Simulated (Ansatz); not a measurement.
# Ti (P6_3/mmc) in Ansatz: notebook

The runs below take Ti through single point, relaxation of cell and atoms, with PBE, BLYP.

Everything below comes from runs of Ansatz 0.2.0. Logs are shortened: lines on timing, memory, paths and dates and some standing lists are left out, and cuts for length are marked.

### 1 The structure

Symmetry: P6_3/mmc, No. 194, hexagonal system. Conventional cell: a = 2.950 Å, b = 2.950 Å, c = 4.680 Å, α = 90.00°, β = 90.00°, γ = 120.00°. Ti (site symmetry -6m2) has 12 Ti at 2.89 to 2.95 Å as nearest neighbours.

### 2 Single point, PBE

File input.yaml:

```yaml
crystal:
  lattice:
    - [2.95, 0.0, 0.0]
    - [-1.475, 2.5547749412, 0.0]
    - [0.0, 0.0, 4.68]
  atoms:
    - { symbol: Ti, position: [0.6666666667, 0.3333333333, 0.75] }
    - { symbol: Ti, position: [0.3333333333, 0.6666666667, 0.25] }
kpoints:
  mp_grid: { grid: [10, 10, 6] }
scf:
  occupations: { method: gaussian, width: 0.026 }
hamiltonian:
  xc: pbe
  pseudopotentials: { kind: all_electron, lapw: { basis_error: 0.001 } }
output:
  forces: true
  stress: true
  eigenvalues: true
```

Potentials or basis: all-electron LAPW, scalar-relativistic.

The run is started by

```console
> ansatz run input.yaml --threads 1 --pin off --max-ram 3072MiB --backend cpu --events-out ev --progress --plain --runs-dir out
```

The log of the run:

```text
Warning: RAYON_NUM_THREADS=1 ignored (pool sized by the plan → 1); use --threads N
LAPW: plane waves up to 7.601 Å⁻¹, error target 1.0e-3 eV per atom; small_component_spin mean_spin; Ti in spheres of 1.447 Å, 12 of its electrons in bands, Dirac shells [] (how accurate: hamiltonian.pseudopotentials.lapw.basis_error, Limitations)
Engine: ansatz 0.2.0, x86_64-unknown-linux-gnu
Pseudopotentials: kind: all_electron
Pseudopotential: Ti, LAPW, valence charge 12, lapw/all_electron/scalar/gaussian/Ti, Koelling and Harmon's equation, gaussian nucleus
Functional definition: PBE
  parameter kappa = 0.804
  parameter beta = 0.06672455060314922
  exchange = pbe_x(kappa = kappa, mu = beta*pi^2/3)
  correlation = pbe_c(beta = beta)
Crystal: 2 atoms, lattice volume = 35.271 Å³
Basis set: ecut = 220.1462142393705 eV, 263 PW (Γ), exchange–correlation at level 2
Bands: 16, of which v1, the nominal top of the filled ones, is band 12 counted from 1 (11 counted from 0)
Symmetry: 24 space group operations
Space group: P63/mmc (ITA 194), of the structure as read, at distance tolerance 3.3e-5 Å
k-points: 56 of 600
Non-local potential: Ti, projectors of the file, none
Initial density: superposition of atomic densities (chi_scale 0.1, normalization cell)
Initial wavefunctions: plane waves of lowest kinetic energy (no species holds an atomic orbital)
Functional: x = pbe(κ = 0.804, μ = 0.2195149727645171), c = pbe(β = 0.06672455060314922)
iter 1 solved again at ethr=7.24e-4 eV; its pass at ethr=1.00e-1 eV (dr2=1.74e-1 eV) is discarded
SCF iter   1: F=—  HF=-46467.031729 eV  |F-HF|=—  |Δ(HF+E_count)|=         —  Δρ=2.59e-2  dr2=1.75e-1  ethr=7.24e-4  ⟨swp⟩=2.7  Hψ=6369  notcnv=0
preconditioner: auto → none  [metal: Δε(μ)=0.022 eV  Ē_g=3.096 eV  σ=0.026 eV  W_gap=0.45  n_scr=8 (ndim 8)  ℏωp=17.7 eV  f_vac=0.000  D(μ)=1.64/eV (n_scr^D=22)  sad-step TF]
SCF iter   2: F=—  HF=-46466.681505 eV  |F-HF|=—  |Δ(HF+E_count)|=   3.50e-1  Δρ=9.13e-3  dr2=3.03e-2  ethr=7.24e-4  ⟨swp⟩=3.0  Hψ=3397  notcnv=0
SCF iter   3: F=—  HF=-46466.657267 eV  |F-HF|=—  |Δ(HF+E_count)|=   2.42e-2  Δρ=6.13e-3  dr2=1.17e-2  ethr=1.26e-4  ⟨swp⟩=2.4  Hψ=3055  notcnv=0
iter 4 solved again at ethr=7.86e-7 eV; its pass at ethr=4.87e-5 eV (dr2=1.89e-4 eV) is discarded
SCF iter   4: F=—  HF=-46466.656282 eV  |F-HF|=—  |Δ(HF+E_count)|=         —  Δρ=7.66e-4  dr2=1.88e-4  ethr=7.86e-7  ⟨swp⟩=2.0  Hψ=4597  notcnv=0
the basis was enlarged: its passes take 130.3 KiB over the memory plan, 1 of 1 planned eigensolver slots
SCF iter   5: F=—  HF=-46466.656237 eV  |F-HF|=—  |Δ(HF+E_count)|=   4.56e-5  Δρ=9.84e-5  dr2=2.75e-6  ethr=7.85e-7  ⟨swp⟩=2.0  Hψ=2798  notcnv=0
SCF iter   6: F=—  HF=-46466.656237 eV  |F-HF|=—  |Δ(HF+E_count)|=   6.85e-8  Δρ=1.96e-5  dr2=1.03e-7  ethr=1.15e-8  ⟨swp⟩=3.0  Hψ=2978  notcnv=0
SCF iter   7: F=-46466.656237 eV  HF=-46466.656237 eV  |F-HF|=3.78e-10  |Δ(HF+E_count)|=   1.65e-7  Δρ=1.01e-6  dr2=2.01e-10  ethr=4.27e-10  ⟨swp⟩=2.9  Hψ=2893  notcnv=0
SCF 1 converged in 7 iterations: F = -46466.656237 eV  dr2 = 2.01e-10
SCF converged after 7 iterations
Free energy (F): -46466.656237 eV
Harris-Foulkes:  -46466.656237 eV  (|F-HF|=3.78e-10)
Internal energy: -46466.655094 eV  (E = F + TS)
E sigma→0 (E₀):  -46466.655665 eV
Entropy (-TS):   -0.001143 eV (-0.571 meV/atom)
Fermi energy:    13.525717 eV
--- Per-component energies (eV) ---
  E_band       = -311.449404
  E_kinetic    = 46914.389008
  E_xc         = -2295.643884
  E_electrostatic = -91085.400218  (all electrons and nuclei)
  E_smearing   = -0.001143  (= −TS)
  E_closure    = 0.000000  (closes the sum)
  E_atoms      = -46453.242101  (free atoms, spherical and without spin; not in F)
  Σ components = -46466.656237   (vs F -46466.656237, Δ=0.00e0)
  Basis errors (estimates in eV, not in F): energy 1.3e-4 per atom: plane waves 8.8e-5 (4.5e-5 summed), levels above the bands 0.0e0, relativity 9.0e-9, radial functions 4.4e-5, core shells 2.4e-8; eigenvalues (radial functions only) 9.5e-7; not estimated: angular momenta, meshes, grids; target (lapw.basis_error) 1.0e-3; muffin-tin radii Ti 1.447 Å
--- Forces (eV/Å), atoms counted from 1 ---
  atom   1  Ti     0.00000000     0.00000000     0.00000000
  atom   2  Ti     0.00000000    -0.00000000    -0.00000000
  max |Σ_I F_I| component: 1.85e-17 eV/Å
--- Stress (GPa, compression-positive) ---
       -1.359079      -0.000000       0.000000
       -0.000000      -1.359079       0.000000
        0.000000       0.000000      -1.602593
  P = ⅓ Tr σ = -1.4403 GPa (-14.403 kbar)
--- Band table (eV; the first three rows and the last of 56) ---
  k-point 0: bands = ["-43.3030", "-43.1741", "-19.8887", "-19.2753", "-19.2753", "-19.2143", "-19.1795", "-19.1795", "7.3977", "10.8972", "14.2547", "14.3139", "14.3139", "14.4119", "14.7992", "14.7992"]
  k-point 1: bands = ["-43.2944", "-43.1828", "-19.8452", "-19.2689", "-19.2689", "-19.2612", "-19.1860", "-19.1860", "7.6270", "10.7601", "13.9121", "14.2225", "14.2225", "14.2871", "14.6811", "14.6811"]
  k-point 2: bands = ["-43.2710", "-43.2066", "-19.7250", "-19.3880", "-19.2515", "-19.2515", "-19.2036", "-19.2036", "8.2785", "10.1910", "13.5280", "13.9687", "14.1484", "14.1484", "14.4334", "14.4334"]
  k-point 55: bands = ["-43.1633", "-43.1633", "-19.7168", "-19.7168", "-19.5181", "-19.5181", "-19.3053", "-19.3053", "12.0451", "12.0451", "12.7601", "12.7601", "13.3087", "13.3087", "15.1757", "15.1757"]
```

Wall time 11 s (1 thread of Intel Xeon at 2.50GHz (Skylake/Cascade Lake), shared host); peak memory 0.3 GiB.

Results:

```yaml
Free_energy: -46466.6562 eV
Pressure: -1.4 GPa
Band_gap_on_the_k_mesh: none (metal or under the smearing width)
```

Stress tensor (GPa, compression positive):
```
-1.36  0.00  0.00
 0.00 -1.36  0.00
 0.00  0.00 -1.60
```

### 3 Single point, PBE

input.yaml: that of step 2 with these lines changed.

```diff
@@ -11,3 +11,3 @@
 scf:
-  occupations: { method: gaussian, width: 0.026 }
+  occupations: { method: gaussian, width: 0.027 }
 hamiltonian:
```

Potentials or basis: all-electron LAPW, scalar-relativistic.

The run is started by

```console
> ansatz run input.yaml --threads 1 --pin off --max-ram 3072MiB --backend cpu --events-out ev --progress --plain --runs-dir out
```

It took 12 s on 1 thread of Intel Xeon at 2.50GHz (Skylake/Cascade Lake), shared host; peak memory 0.3 GiB.

It converged, with:

```yaml
Free_energy: -46466.6563 eV
Pressure: -1.4 GPa
Band_gap_on_the_k_mesh: none (metal or under the smearing width)
```

Stress tensor (GPa, compression positive):
```
-1.36  0.00  0.00
 0.00 -1.36  0.00
 0.00  0.00 -1.60
```

Levels at points of the mesh, in eV from the Fermi level:
```csv
k point,band 9,band 10,band 11,band 12,band 13,band 14,band 15,band 16
"(0.00, 0.00, 0.00)",-6.13,-2.63,0.73,0.79,0.79,0.89,1.27,1.27
"(0.00, 0.00, -0.50)",-4.30,-4.30,0.10,0.10,0.70,0.70,0.70,0.70
"(0.00, -0.50, 0.00)",-2.30,-2.10,-1.79,-0.62,0.51,0.63,1.17,3.31
"(0.00, -0.50, -0.50)",-2.48,-2.48,-0.78,-0.78,1.30,1.30,1.73,1.73
```

### 4 Relaxation of cell and atoms, BLYP

input.yaml: that of step 3 with these lines changed.

```diff
@@ -11,5 +11,5 @@
 scf:
-  occupations: { method: gaussian, width: 0.027 }
+  occupations: { method: fermi_dirac, width: 0.05 }
 hamiltonian:
-  xc: pbe
+  xc: blyp
   pseudopotentials: { kind: all_electron, lapw: { basis_error: 0.001 } }
@@ -18,2 +18,5 @@
   stress: true
-  eigenvalues: true
+relax:
+  f_tol: 0.01
+  max_steps: 60
+  cell: {}
```

The run is started by

```console
> ansatz run input.yaml --threads 1 --pin off --max-ram 3072MiB --backend cpu --events-out ev --progress --plain --runs-dir out
```

It took 49 s on 1 thread of Intel Xeon at 2.50GHz (Skylake/Cascade Lake), shared host; peak memory 0.33 GiB.

It converged, with:

| Item | Value |
| --- | --- |
| Free energy | -46479.1471 eV |
| Relaxed volume | 17.79 Å³/atom |
| Relaxed cell | a = 2.966 Å, b = 2.966 Å, c = 4.672 Å, α = 90.00°, β = 90.00°, γ = 120.00° |
| Space group after relaxing (to 0.05 Å) | P6_3/mmc (No. 194) |
| Energy gained by relaxing | 0.6 meV/atom |
| Ionic steps | 5 |
| Pressure after relaxing | 0.0 GPa |

Step by step:
| step | energy change (eV) | largest force (eV/Å) | volume (Å³) |
| --- | --- | --- | --- |
| 1 | 0.0000 | 0.0000 | 35.27 |
| 2 | -0.0012 | 0.0000 | 35.58 |
| 3 | -0.0012 | 0.0000 | 35.60 |
| 4 | -0.0012 | 0.0000 | 35.59 |
| 5 | -0.0012 | 0.0000 | 35.59 |

Final structure:
```
Ti
1.0
     2.96577    0.00000    0.00000
    -1.48289    2.56844    0.00000
     0.00000    0.00000    4.67184
Ti
2
Direct
  0.66667 0.33333 0.75000
  0.33333 0.66667 0.25000
```

BLYP gives volumes clearly too large for solids. Zero-point motion and thermal expansion aren't in these numbers.

### 5 Summary

```csv
task,level,cell,cutoff (eV),smearing,gap on the mesh (eV),pressure (GPa)
single point,PBE,as given,220,gaussian 0.026 eV,none,-1.4
single point,PBE,as given,220,gaussian 0.027 eV,none,-1.4
relaxation of cell and atoms,BLYP,relaxed,-,fermi-dirac 0.05 eV,-,0.0
```

Alike in all rows: potentials or basis all-electron LAPW, scalar-relativistic; no spin polarisation; k mesh 10 × 10 × 6; basis error allowed 0.001 eV/atom.

Compare energies only between runs with the same functional and basis.
